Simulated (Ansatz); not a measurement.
## SnSe: enthalpies of structure types against pressure

All-electron LAPW in Ansatz 0.2.0 under PBE, scalar-relativistic, energies extrapolated to zero smearing. Each structure type was compressed from its own relaxed volume, symmetry kept and shape relaxed on PAW files, and E(V) was fitted to energies and pressures; H = E + pV has no temperature or zero-point term. Only these types were tried: zincblende (F-43m, 11×11×11 mesh, 38.92 Å³/atom at rest); rocksalt (Fm-3m, 14×14×14 mesh, 27.84 Å³/atom at rest); CsCl (Pm-3m, 14×14×14 mesh, 24.92 Å³/atom at rest). Spin polarisation is left out. Spin–orbit coupling is left out; Fermi–Dirac smearing is 0.05 to 0.1 eV. Enthalpies carry a few meV/atom of noise from meshes and fits.

Task: Which type is lowest at zero pressure, and what follows up to 54 GPa?

Result: Among the types tried, rocksalt is lowest at zero pressure; CsCl takes over from rocksalt near 15 GPa, with a volume step of -10.3 %. Enthalpies against rocksalt:

| p (GPa) | zincblende (meV/atom) | rocksalt (meV/atom) | CsCl (meV/atom) |
| --- | --- | --- | --- |
| 0 | 230 | 0 | 250 |
| 1.6 | 336 | 0 | 221 |
| 4.3 | 495 | 0 | 174 |
| 8.1 | 688 | 0 | 111 |
| 16 | 1014 | 0 | -9 |
| 27 | 1375 | 0 | -158 |
| 40 | 1727 | 0 | -316 |
| 51 | 1984 | 0 | -437 |
